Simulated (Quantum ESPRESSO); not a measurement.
Input of a Quantum ESPRESSO 7.5 run:

pw.in

```
&CONTROL
  calculation = 'vc-relax'
  prefix = 'pwscf'
  outdir = './tmp'
  pseudo_dir = './pseudo'
  tprnfor = .true.
  tstress = .true.
  disk_io = 'low'
  nstep = 40
  forc_conv_thr = 0.0004
  etot_conv_thr = 1d-05
/
&SYSTEM
  ibrav = 0
  A = 3.20885057
  nat = 2
  ntyp = 2
  ecutwfc = 55
  ecutrho = 440
  nbnd = 9
  occupations = 'smearing'
  smearing = 'fd'
  degauss = 0.00367493
/
&ELECTRONS
  conv_thr = 4d-10
  electron_maxstep = 120
  mixing_beta = 0.5
/
&IONS
  ion_dynamics = 'bfgs'
/
&CELL
  cell_dynamics = 'bfgs'
  press = 0
  press_conv_thr = 0.3
/
ATOMIC_SPECIES
P     30.9738 P.pbe-n-rrkjus_psl.1.0.0.UPF
B     10.8100 b_pbe_v1.4.uspp.F.UPF
CELL_PARAMETERS alat
   0.0000000000    0.7071067819    0.7071067819
   0.7071067819    0.0000000000    0.7071067819
   0.7071067819    0.7071067819    0.0000000000
ATOMIC_POSITIONS alat
P      1.0606601728    1.0606601728    1.0606601728
B      0.0000000000    0.0000000000    0.0000000000
K_POINTS automatic
10 10 10 0 0 0
```

Potentials or basis: SSSP 1.3 efficiency PBE.

The run is started by

```console
$ OMP_NUM_THREADS=1 pw.x -in pw.in > pw.out
```

Task: Estimate the space group after relaxing (to 0.05 Å).

Result: F-43m (No. 216).

Task: Estimate the relaxed cell.

Result: a = 3.216 Å, b = 3.216 Å, c = 3.216 Å, α = 60.00°, β = 60.00°, γ = 60.00°.

Task: Predict the relaxed volume.

Result: 11.76 Å³/atom.

Task: Predict the band gap on the k mesh.

Result: 1.25 eV, indirect (least direct gap 3.39 eV).

Final structure:
```xyz
2
Lattice="0.0000 2.2741 2.2741 2.2741 0.0000 2.2741 2.2741 2.2741 0.0000" Properties=species:S:1:pos:R:3 pbc="T T T"
P     3.4111    3.4111    3.4111
B     0.0000    0.0000    0.0000
```

A k mesh can miss the band edges. PBE usually gives volumes a little too large and moduli too small.
